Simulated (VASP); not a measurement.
The system is Se.

```
CELL_PARAMETERS angstrom
4.36620 0.00000 0.00000
-2.18310 3.78124 0.00000
0.00000 0.00000 4.95360
ATOMIC_POSITIONS crystal
Se 0.22540 0.00000 0.33333
Se 0.00000 0.22540 0.66667
Se 0.77460 0.77460 0.00000
```

- Program: VASP 6.6.1
- Task: relaxation of cell and atoms
- Functional: PBE
- Potentials or basis: VASP PAW PBE potentials, release 64 (Se)
- Cutoff: 520 eV
- k mesh: 9 × 9 × 7
- Occupations: gaussian, width 0.1 eV
- Spin: no spin polarisation

At the start: pressure 2.9 GPa; volume 27.26 Å³/atom.

Where does the relaxation end?

Over 15 steps the energy falls by 13.5 meV/atom and the volume is 29.78 Å³/atom (+9.2 %); space group P3_121 (No. 152, to 0.05 Å).

Step by step:
```csv
step,energy change (eV),largest force (eV/Å),pressure (GPa),volume (Å³)
1,0.0000,0.4338,2.91,81.78
2,-0.0048,0.5164,-2.12,87.78
3,-0.0350,0.0942,0.11,84.78
4,-0.0350,0.0850,0.15,84.72
5,-0.0363,0.0652,0.13,85.00
6,-0.0378,0.0065,0.09,85.80
7,-0.0383,0.0174,0.02,86.18
8,-0.0392,0.0505,-0.17,87.32
9,-0.0389,0.1134,-0.51,89.62
10,-0.0394,0.0746,-0.32,88.26
11,-0.0396,0.0709,-0.30,88.33
12,-0.0399,0.0576,-0.25,88.52
13,-0.0404,0.0311,-0.13,88.90
14,-0.0405,0.0259,0.11,89.67
15,-0.0406,0.0002,0.00,89.33
```

Final structure:
```
CELL_PARAMETERS angstrom
4.52048 0.00000 0.00000
-2.26024 3.91485 0.00000
0.00000 0.00000 5.04754
ATOMIC_POSITIONS crystal
Se 0.21916 0.00000 0.33333
Se 0.00000 0.21916 0.66667
Se 0.78084 0.78084 0.00000
```
